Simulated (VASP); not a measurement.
# MgB2 (P6/mmm) in VASP: a series of runs

One crystal, MgB2, is run at these levels: PBEsol, RPBE; tasks: relaxation of cell and atoms.

Program: VASP 6.6.1. These are calculated values, not measurements. Logs are shortened: lines on timing, memory, paths and dates and some standing lists are left out, and cuts for length are marked.

## Step 1: The structure

The structure is hexagonal, space group P6/mmm (No. 191). The conventional cell has a = 3.085 Å, b = 3.085 Å, c = 3.523 Å, α = 90.00°, β = 90.00°, γ = 120.00°. Around Mg (site symmetry 6/mmm) lie 12 B at 2.51 Å. B (site symmetry -6m2) has 3 B at 1.78 Å as nearest neighbours.

## Step 2: Relaxation of cell and atoms, PBEsol, target pressure 6.15 GPa, at which the enthalpy is minimised

Contents of INCAR:

```
  PREC = Accurate
  ENCUT = 600
  EDIFF = 1E-6
  ISMEAR = 1
  SIGMA = 0.1
  LREAL = False
  LASPH = True
  NELM = 80
  ALGO = Normal
  ISIF = 3
  LWAVE = False
  LCHARG = False
  GGA = PS
  IBRION = 2
  NSW = 90
  EDIFFG = -0.01
  PSTRESS = 61.5
```

Contents of KPOINTS:

```
regular mesh
0
Gamma
  15 15 10
```

Contents of POSCAR:

```
MgB2
1.0
    3.0850000000      0.0000000000      0.0000000000
   -1.5425000000      2.6716883707      0.0000000000
    0.0000000000      0.0000000000      3.5230000000
Mg B
1 2
Direct
    0.0000000000      0.0000000000      0.0000000000
    0.3333333333      0.6666666667      0.5000000000
    0.6666666667      0.3333333333      0.5000000000
```

Potentials or basis: VASP PAW PBE potentials, release 64 (Mg, B).

Command:

```bash
> cat potpaw_PBE.64/Mg/POTCAR potpaw_PBE.64/B/POTCAR > POTCAR
> mpirun -np 1 vasp_std > vasp.out
```

OUTCAR:

```text
PREC = Accurate
   ENCUT = 600
   EDIFF = 1E-6
   ISMEAR = 1
   LREAL = False
   LASPH = True
   NELM = 80
   ISIF = 3
   GGA = PS
   IBRION = 2
   NSW = 90
   EDIFFG = -0.01
   PSTRESS = 61.5

 ion  position               nearest neighbor table
   1  0.000  0.000  0.000-   2 2.51   3 2.51   2 2.51   3 2.51   3 2.51   3 2.51   2 2.51   2 2.51
                             3 2.51   3 2.51   2 2.51   2 2.51
   2  0.333  0.667  0.500-   3 1.78   3 1.78   3 1.78   1 2.51   1 2.51   1 2.51   1 2.51   1 2.51
                             1 2.51
   3  0.667  0.333  0.500-   2 1.78   2 1.78   2 1.78   1 2.51   1 2.51   1 2.51   1 2.51   1 2.51
                             1 2.51

  LATTYP: Found a hexagonal cell.
 ALAT       =     3.0850000000
 C/A-ratio  =     1.1419773096

  Lattice vectors:

 A1 = (   3.0850000000,   0.0000000000,   0.0000000000)
 A2 = (  -1.5425000000,   2.6716883707,   0.0000000000)
 A3 = (   0.0000000000,   0.0000000000,   3.5230000000)

Analysis of symmetry for initial positions (statically):
=====================================================================
 Subroutine PRICEL returns:
 Original cell was already a primitive cell.

 Routine SETGRP: Setting up the symmetry group for a
 hexagonal supercell.

 Subroutine GETGRP returns: Found 24 space group operations
 (whereof 24 operations were pure point group operations)
 out of a pool of 24 trial point group operations.

The static configuration has the point symmetry D_6h.

Analysis of symmetry for dynamics (positions and initial velocities):
=====================================================================
 Subroutine PRICEL returns:
 Original cell was already a primitive cell.

 Routine SETGRP: Setting up the symmetry group for a
 hexagonal supercell.

 Subroutine GETGRP returns: Found 24 space group operations
 (whereof 24 operations were pure point group operations)
 out of a pool of 24 trial point group operations.

The dynamic configuration has the point symmetry D_6h.

 Subroutine INISYM returns: Found 24 space group operations
 (whereof 24 operations are pure point group operations),
 and found     1 'primitive' translations

----------------------------------------------------------------------------------------

                                     Primitive cell

  volume of cell :      29.0371

  direct lattice vectors                    reciprocal lattice vectors
     3.085000000  0.000000000  0.000000000     0.324149109  0.187147575  0.000000000
    -1.542500000  2.671688371  0.000000000     0.000000000  0.374295150  0.000000000
     0.000000000  0.000000000  3.523000000     0.000000000  0.000000000  0.283848992

  length of vectors
     3.085000000  3.085000000  3.523000000     0.374295150  0.374295150  0.283848992

  position of ions in fractional coordinates (direct lattice)
     0.000000000  0.000000000  0.000000000
     0.333333333  0.666666667  0.500000000
     0.666666667  0.333333333  0.500000000

  ion indices of the primitive-cell ions
   primitive index   ion index
                 1           1
                 2           2
                 3           3

----------------------------------------------------------------------------------------

 KPOINTS: regular mesh

Automatic generation of k-mesh.
 Grid dimensions read from file:
 generate k-points for:   15   15   10

 Generating k-lattice:

  Cartesian coordinates                     Fractional coordinates (reciprocal lattice)
     0.021609941  0.012476505  0.000000000     0.066666667  0.000000000  0.000000000
     0.000000000  0.024953010  0.000000000     0.000000000  0.066666667  0.000000000
     0.000000000  0.000000000  0.028384899     0.000000000  0.000000000  0.100000000

  Length of vectors
     0.024953010  0.024953010  0.028384899

  Shift w.r.t. Gamma in fractional coordinates (k-lattice)
     0.000000000  0.000000000  0.000000000

 Subroutine IBZKPT returns following result:
 ===========================================

 Found    162 irreducible k-points:

 Following reciprocal coordinates:
            Coordinates               Weight
  0.000000  0.000000  0.000000      1.000000
  0.066667  0.000000  0.000000      6.000000
  0.133333  0.000000  0.000000      6.000000
  0.200000  0.000000  0.000000      6.000000
  0.266667  0.000000  0.000000      6.000000
  0.333333  0.000000  0.000000      6.000000
[... 16 lines left out ...]
  0.333333  0.200000  0.000000     12.000000
  0.400000  0.200000  0.000000      6.000000
 [... further k-points ...]
   k-points           NKPTS =    162   k-points in BZ     NKDIM =    162   number of bands    NBANDS=      8
   number of dos      NEDOS =    301   number of ions     NIONS =      3
   total plane-waves  NPLWV =  21952
   dimension x,y,z NGX =    28 NGY =   28 NGZ =   28
   dimension x,y,z NGXF=    56 NGYF=   56 NGZF=   56
   ions per type =               1   2
   NGX,Y,Z   is equivalent  to a cutoff of  15.09, 15.09, 13.21 a.u.
   NGXF,Y,Z  is equivalent  to a cutoff of  30.18, 30.18, 26.43 a.u.
 SYSTEM =  unknown system
   PREC   = accura    normal or accurate (medium, high low for compatibility)
   ISTART =      0    job   : 0-new  1-cont  2-samecut
   ICHARG =      2    charge: 1-file 2-atom 10-const
   ISPIN  =      1    spin polarized calculation?
   LNONCOLLINEAR =      F non collinear calculations
   LSORBIT =      F    spin-orbit coupling
   LASPH  =      T    aspherical Exc in radial PAW
   ENCUT  =  600.0 eV  44.10 Ry    6.64 a.u.   6.16  6.16  7.04*2*pi/ulx,y,z
   NELM   =     80;   NELMIN=  2; NELMDL= -5     # of ELM steps
   EDIFF  = 0.1E-05   stopping-criterion for ELM
   LREAL  =      F    real-space projection
   EDIFFG = -.1E-01   stopping-criterion for IOM
   NSW    =     90    number of steps for IOM
   IBRION =      2    ionic relax: 0-MD 1-quasi-New 2-CG
   NFREE  =      1    steps in history (QN), initial steepest desc. (CG)
   ISIF   =      3    stress and relaxation
   ISYM   =      2    0-nonsym 1-usesym 2-fastsym
   POTIM  = 0.5000    time-step for ionic-motion
   TEBEG  =    0.0;   TEEND  =   0.0 temperature during run
   PSTRESS=   61.5 pullay stress
   NELECT =       8.0000    total number of electrons
   NUPDOWN=      -1.0000    fix difference up-down
   EMIN   =  10.00;   EMAX   =-10.00  energy-range for DOS
   EFERMI =   0.00;   METHOD = LEGACY
   ISMEAR =     1;   SIGMA  =   0.10  broadening in eV -4-tet -1-fermi 0-gaus
   EFERMI_NEDOS =   21; number of points for ismear=-14 and -15
   IALGO  =     38    algorithm
   IMIX   =      4    mixing-type and parameters
     AMIX     =   0.40;   BMIX     =  1.00
     AMIX_MAG =   1.60;   BMIX_MAG =  1.00
  volume/ion in A,a.u.               =       9.68        65.32
  Fermi-wavevector in a.u.,A,eV,Ry     =   1.065255  2.013040 15.439462  1.134768
  Thomas-Fermi vector in A             =   2.200801
   LORBIT       =      0    0 simple, 1 ext, 2 COOP (PROOUT), +10 PAW based schemes
   GGA     = PS    functional components
   LHFCALC =     F    Hartree Fock is set to
   AEXX    =    0.0000 exact exchange contribution
   IVDW    =     0    specifies the selected vdW correction
   LEPSILON=     F    determine dielectric tensor
   LRPA    =     F    only Hartree local field effects (RPA)
 conjugate gradient relaxation of ions
 non-spin polarized calculation
 Methfessel and Paxton  Order N= 1 SIGMA  =   0.10
  energy-cutoff  :      600.00
  volume of cell :       29.04
 maximum number of plane-waves:       986
 NGX is ok and might be reduce to    28
   NGX = 13   NGY = 13   NGZ = 15

--------------------------------------- Ionic step        1  -------------------------------------------

 number of electron       8.0000000 magnetization

 Free energy of the ion-electron system (eV)
  ---------------------------------------------------
  ext. energy  EPLUGINS =         0.00000000
  ---------------------------------------------------
  free energy    TOTEN  =       -16.21972839 eV

  energy without entropy =      -16.21985044  energy(sigma->0) =      -16.21976907

------------------------ aborting loop because EDIFF is reached ----------------------------------------

  FORCE on cell =-STRESS in cart. coord.  units (eV):
  Direction    XX          YY          ZZ          XY          YZ          ZX
  --------------------------------------------------------------------------------------
  -------------------------------------------------------------------------------------
  Total       -0.7274046     -0.7274046     -0.3159730     -0.0000000      0.0000000     -0.0000000
  in kB      -40.1358987    -40.1358987    -17.4343998     -0.0000000      0.0000000     -0.0000000
  external PRESSURE =     -94.0687324 kB  Pullay stress =      61.5000000 kB
[... 141 lines left out ...]
  enthalpy is  TOTEN    =       -15.1556350826 eV   P V=        1.0510237728

--------------------------------------- Ionic step        5  -------------------------------------------

 number of electron       8.0000000 magnetization

 Free energy of the ion-electron system (eV)
  ---------------------------------------------------
  ext. energy  EPLUGINS =         0.00000000
  ---------------------------------------------------
  free energy    TOTEN  =       -16.20619621 eV

  energy without entropy =      -16.20646072  energy(sigma->0) =      -16.20628438

 E-fermi :   5.5711     XC(G=0): -11.2313

 val. band max:        5.5652167560   @ k =   0.4000   0.0667   0.0000
 cond. band min:       5.5732541168   @ k =   0.1333   0.0000   0.3000
 fundamental gap:      0.0080373608
 Fermi energy:         5.5710718443

 k-point     1 :       0.0000    0.0000    0.0000
  band No.  band energies     occupation
      1      -7.1392      2.00000
      2       2.6140      2.00000
      3       6.0081     -0.00000
      4       6.0081     -0.00000
      5       7.4714     -0.00000
      6      12.1079      0.00000
      7      12.1079      0.00000
      8      14.3098      0.00000
[... 243 lines left out ...]
 k-point    24 :       0.4000    0.2000    0.0000
  band No.  band energies     occupation
      1      -2.6106      2.00000
      2      -1.9990      2.00000
      3       1.0403      2.00000
      4       6.4453     -0.00000
      5       8.4834      0.00000
      6      11.5706      0.00000
      7      11.7275      0.00000
      8      14.2859      0.00000

 [... further k-points ...]
[... 5 lines left out ...]
  --------------------------------------------------------------------------------------
  -------------------------------------------------------------------------------------
  Total        1.0544538      1.0544538      1.0514345      0.0000000      0.0000000     -0.0000000
  in kB       61.7296021     61.7296021     61.5528420      0.0000000      0.0000000     -0.0000000
  external PRESSURE =       0.1706820 kB  Pullay stress =      61.5000000 kB
[... 18 lines left out ...]
  FREE ENERGIE OF THE ION-ELECTRON SYSTEM (eV)
  ---------------------------------------------------
  free  energy   TOTEN  =       -16.2061962069 eV

  energy  without entropy=      -16.2064607226  energy(sigma->0) =      -16.20628438

  enthalpy is  TOTEN    =       -15.1556643890 eV   P V=        1.0505318179

 reached required accuracy - stopping structural energy minimisation
```

Wall time 79 s (1 thread of AMD EPYC 9R14 (Zen 4), shared host); peak memory 0.18 GiB.

What came out:

```
Free energy                                            : -16.2062 eV
Relaxed volume                                         : 9.12 Å³/atom
Relaxed cell                                           : a = 3.029 Å, b = 3.029 Å, c = 3.444 Å, α = 90.00°, β = 90.00°, γ = 120.00°
Space group after relaxing (to 0.05 Å)                 : P6/mmm (No. 191)
Energy change on relaxing (the enthalpy is what falls) : +4.5 meV/atom
Ionic steps                                            : 5
Pressure after relaxing                                : 6.2 GPa
Band gap on the k mesh                                 : none (metal or under the smearing width)
```

The path:
```
step  energy change (eV)  largest force (eV/Å)  pressure (GPa)  volume (Å³)
   1              0.0000                0.0000           -3.26        29.04
   2              0.0528                0.0000           11.29        26.71
   3              0.0116                0.0000            5.98        27.46
   4              0.0131                0.0000            6.14        27.38
   5              0.0135                0.0000            6.17        27.37
```

Final structure:
```cif
data_structure
_symmetry_space_group_name_H-M 'P 1'
_symmetry_Int_Tables_number 1
_cell_length_a 3.0293
_cell_length_b 3.0293
_cell_length_c 3.4438
_cell_angle_alpha 90.000
_cell_angle_beta 90.000
_cell_angle_gamma 120.000
_cell_volume 27.37
loop_
_atom_site_label
_atom_site_type_symbol
_atom_site_fract_x
_atom_site_fract_y
_atom_site_fract_z
_atom_site_occupancy
Mg1 Mg 0.00000 0.00000 0.00000 1
B1 B 0.33333 0.66667 0.50000 1
B2 B 0.66667 0.33333 0.50000 1
```

Caveat: the cell is relaxed towards a set pressure, so the enthalpy falls and the energy may rise; the PAW data sets were made with another functional, which shifts forces and pressure a little.

## Step 3: Relaxation of cell and atoms, PBEsol, target pressure 6.15 GPa, at which the enthalpy is minimised

This run uses another cell than the first one, of 9.12 Å³/atom, 0.943 times its volume.

Changes to INCAR since step 2:

```diff
@@ -2,3 +2,3 @@
   ENCUT = 600
-  EDIFF = 1E-6
+  EDIFF = 1E-7
   ISMEAR = 1
@@ -15,3 +15,3 @@
   NSW = 90
-  EDIFFG = -0.01
+  EDIFFG = -0.005
   PSTRESS = 61.5
```

KPOINTS is that of step 2.

Contents of POSCAR:

```
MgB2                                    
1.0
    3.0292882270      0.0000000000     -0.0000000000
   -1.5146441135      2.6234405600     -0.0000000000
    0.0000000000      0.0000000000      3.4437597952
  Mg              B             
     1     2
Direct
     0.0000000000000000    0.0000000000000000    0.0000000000000000
     0.3333333332999970    0.6666666667000030    0.5000000000000000
     0.6666666667000030    0.3333333332999970    0.5000000000000000
```

Potentials or basis: VASP PAW PBE potentials, release 64 (Mg, B).

Command:

```bash
> cat potpaw_PBE.64/Mg/POTCAR potpaw_PBE.64/B/POTCAR > POTCAR
> mpirun -np 1 vasp_std > vasp.out
```

It took 24 s on 1 thread of AMD EPYC 9R14 (Zen 4), shared host; peak memory 0.15 GiB.

The run converged. Its results:

```
Free energy             : -16.2054 eV
Pressure after relaxing : 6.2 GPa
Band gap on the k mesh  : none (metal or under the smearing width)
```

Final structure:
```
Mg B
1.0
     3.02929    0.00000    0.00000
    -1.51464    2.62344    0.00000
     0.00000    0.00000    3.44376
Mg B
1 2
Direct
  0.00000 0.00000 0.00000
  0.33333 0.66667 0.50000
  0.66667 0.33333 0.50000
```

Levels at points of the mesh, in eV from the Fermi level:
| k point | band 2 | band 3 | band 4 | band 5 | band 6 | band 7 |
| --- | --- | --- | --- | --- | --- | --- |
| (0.00, 0.00, 0.00) | -2.96 | 0.44 | 0.44 | 1.90 | 6.54 | 6.54 |
| (0.00, 0.00, 0.50) | -7.66 | 0.85 | 0.85 | 6.84 | 6.84 | 8.31 |

Caveat: the relaxation stopped at its first step, so nothing moved; the cell is relaxed towards a set pressure, so the enthalpy falls and the energy may rise; the PAW data sets were made with another functional, which shifts forces and pressure a little.

## Step 4: Relaxation of cell and atoms, RPBE

Contents of INCAR:

```
SYSTEM = MgB2
PREC = Accurate
ENCUT = 600
EDIFF = 1E-6
ISMEAR = 1
SIGMA = 0.1
LREAL = .False.
LASPH = .True.
NELM = 80
ALGO = Normal
ISIF = 3
LWAVE = .False.
LCHARG = .False.
GGA = RP
IBRION = 2
NSW = 90
EDIFFG = -0.01
```

Contents of KPOINTS:

```
Automatic mesh
0
Gamma
  15 15 10
  0 0 0
```

Contents of POSCAR:

```
MgB2
1.0
    3.0850000000      0.0000000000      0.0000000000
   -1.5425000000      2.6716883707      0.0000000000
    0.0000000000      0.0000000000      3.5230000000
Mg B
1 2
Direct
    0.0000000000      0.0000000000      0.0000000000
    0.3333333333      0.6666666667      0.5000000000
    0.6666666667      0.3333333333      0.5000000000
```

Command:

```bash
> cat potpaw_PBE.64/Mg/POTCAR potpaw_PBE.64/B/POTCAR > POTCAR
> mpirun -np 1 vasp_std > vasp.out
```

It took 53 s on 1 thread of AMD EPYC 9R14 (Zen 4), shared host; peak memory 0.17 GiB.

The run converged. Its results:

```
Free energy                            : -14.5211 eV
Relaxed volume                         : 9.82 Å³/atom
Relaxed cell                           : a = 3.090 Å, b = 3.090 Å, c = 3.563 Å, α = 90.00°, β = 90.00°, γ = 120.00°
Space group after relaxing (to 0.05 Å) : P6/mmm (No. 191)
Energy gained by relaxing              : 1.2 meV/atom
Ionic steps                            : 4
Pressure after relaxing                : 0.1 GPa
Band gap on the k mesh                 : none (metal or under the smearing width)
```

Stress tensor (GPa, compression positive):
```
 0.13  0.00  0.00
 0.00  0.13  0.00
 0.00  0.00 -0.09
```

Step by step:
```
step  energy change (eV)  largest force (eV/Å)  pressure (GPa)  volume (Å³)
   1              0.0000                0.0000            1.83        29.04
   2             -0.0033                0.0000           -0.32        29.50
   3             -0.0033                0.0000           -0.28        29.49
   4             -0.0035                0.0000            0.05        29.46
```

Final structure:
```
Mg B
1.0
     3.09007    0.00000    0.00000
    -1.54504    2.67608    0.00000
     0.00000    0.00000    3.56256
Mg B
1 2
Direct
  0.00000 0.00000 0.00000
  0.33333 0.66667 0.50000
  0.66667 0.33333 0.50000
```

Levels at points of the mesh, in eV from the Fermi level:
```
           k point  band 1  band 2  band 3  band 4  band 5  band 6  band 7  band 8
(0.00, 0.00, 0.00)  -12.36   -2.98    0.42    0.42    1.52    6.37    6.37    8.05
(0.00, 0.00, 0.50)  -11.15   -7.33    0.78    0.78    6.68    6.68    8.03    9.73
```

Caveat: the PAW data sets were made with another functional, which shifts forces and pressure a little. Zero-point motion and thermal expansion aren't in these numbers.

## Step 5: Relaxation of cell and atoms, RPBE

This run uses another cell than the first one, of 9.82 Å³/atom, 1.015 times its volume.

Changes to INCAR since step 4:

```diff
@@ -3,3 +3,3 @@
 ENCUT = 600
-EDIFF = 1E-6
+EDIFF = 1E-7
 ISMEAR = 1
@@ -16,2 +16,2 @@
 NSW = 90
-EDIFFG = -0.01
+EDIFFG = -0.005
```

KPOINTS is that of step 4.

Contents of POSCAR:

```
MgB2                                    
1.0
    3.0900737202      0.0000000000     -0.0000000000
   -1.5450368601      2.6760823413      0.0000000000
    0.0000000000      0.0000000000      3.5625636641
  Mg              B             
     1     2
Direct
     0.0000000000000000    0.0000000000000000    0.0000000000000000
     0.3333333332999970    0.6666666667000030    0.5000000000000000
     0.6666666667000030    0.3333333332999970    0.5000000000000000
```

Command:

```bash
> cat potpaw_PBE.64/Mg/POTCAR potpaw_PBE.64/B/POTCAR > POTCAR
> mpirun -np 1 vasp_std > vasp.out
```

It took 37 s on 1 thread of AMD EPYC 9R14 (Zen 4), shared host; peak memory 0.17 GiB.

Results (log left out):

```
Free energy                            : -14.5213 eV
Relaxed volume                         : 9.82 Å³/atom
Relaxed cell                           : a = 3.091 Å, b = 3.091 Å, c = 3.561 Å, α = 90.00°, β = 90.00°, γ = 120.00°
Space group after relaxing (to 0.05 Å) : P6/mmm (No. 191)
Energy gained by relaxing              : 0.0 meV/atom
Ionic steps                            : 2
Pressure after relaxing                : 0.0 GPa
Band gap on the k mesh                 : none (metal or under the smearing width)
```

Final structure:
```
CELL_PARAMETERS angstrom
3.09121 0.00000 0.00000
-1.54561 2.67707 0.00000
0.00000 0.00000 3.56139
ATOMIC_POSITIONS crystal
Mg 0.00000 0.00000 0.00000
B 0.33333 0.66667 0.50000
B 0.66667 0.33333 0.50000
```

Levels at points of the mesh, in eV from the Fermi level:
```tsv
k point	band 1	band 2	band 3	band 4	band 5	band 6	band 7	band 8
(0.00, 0.00, 0.00)	-12.35	-2.97	0.42	0.42	1.53	6.36	6.36	8.04
(0.00, 0.00, 0.50)	-11.15	-7.33	0.77	0.77	6.68	6.68	8.02	9.71
```

Caveat: the PAW data sets were made with another functional, which shifts forces and pressure a little.
